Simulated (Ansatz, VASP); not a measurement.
# One calculation of ZnS, two programs

Contents of INCAR:

```
SYSTEM = ZnS
  PREC = Accurate
  ENCUT = 520
  EDIFF = 1E-7
  ISMEAR = 0
  SIGMA = 0.1
  LREAL = .FALSE.
  LASPH = .TRUE.
  NELM = 100
  ALGO = Normal
  ISIF = 2
  LWAVE = .FALSE.
  LCHARG = .FALSE.
  GGA = PE
  NBANDS = 26
```

The input KPOINTS:

```
Automatic mesh
0
G
  6 6 4
  0 0 0
```

Contents of POSCAR:

```
ZnS
1.0
    3.8212050000      0.0000000000      0.0000000000
   -1.9106030000      3.3092610000      0.0000000000
    0.0000000000      0.0000000000      6.2400020000
Zn S
2 2
Direct
    0.0000000000      0.0000000000      0.0000000000
    0.3333333300      0.6666666700      0.5000000000
    0.0000000000      0.0000000000      0.3750000000
    0.3333333300      0.6666666700      0.8750000000
```

Input for Ansatz:

```yaml
crystal:
  lattice:
    - [3.821205, 0.0, 0.0]
    - [-1.910603, 3.309261, 0.0]
    - [0.0, 0.0, 6.240002]
  atoms:
    - { symbol: Zn, position: [0.0, 0.0, 0.0] }
    - { symbol: S, position: [0.0, 0.0, 0.375] }
    - { symbol: Zn, position: [0.33333333, 0.66666667, 0.5] }
    - { symbol: S, position: [0.33333333, 0.66666667, 0.875] }
basis:
  ecutwfc: 420
kpoints:
  mp_grid: { grid: [6, 6, 4] }
hamiltonian:
  xc: pbe
scf:
  occupations: { method: gaussian, width: 0.1 }
output:
  forces: true
  stress: true
  eigenvalues: true
```

The cell was built by a generator and needn't be a form met in nature.

Alike in both runs: task single point; functional PBE; k mesh 6 × 6 × 4; occupations gaussian, width 0.1 eV; no spin polarisation.

|  | VASP | Ansatz |
| --- | --- | --- |
| version | VASP 6.6.1 | Ansatz 0.2.0 |
| potentials or method | VASP PAW PBE potentials, release 64 (Zn, S) | scalar-relativistic, plane waves, PAW |
| plane-wave cutoff (eV) | 520 | 420 |
| valence electrons in the cell | 36 | 36 |

VASP gave:

- gap on the k mesh at the Fermi level (eV): 2.20
- least direct gap on the mesh (eV): 2.20
- pressure (GPa): 1.8
- largest component of the traceless stress (GPa): 0.32

**Question.** Estimate Ansatz's values.

**Answer.** gap on the k mesh at the Fermi level (eV): 2.19; least direct gap on the mesh (eV): 2.19; pressure (GPa): 1.7; largest component of the traceless stress (GPa): 0.31.

A hybrid or GW would open this gap; PBE tends to underestimate it.
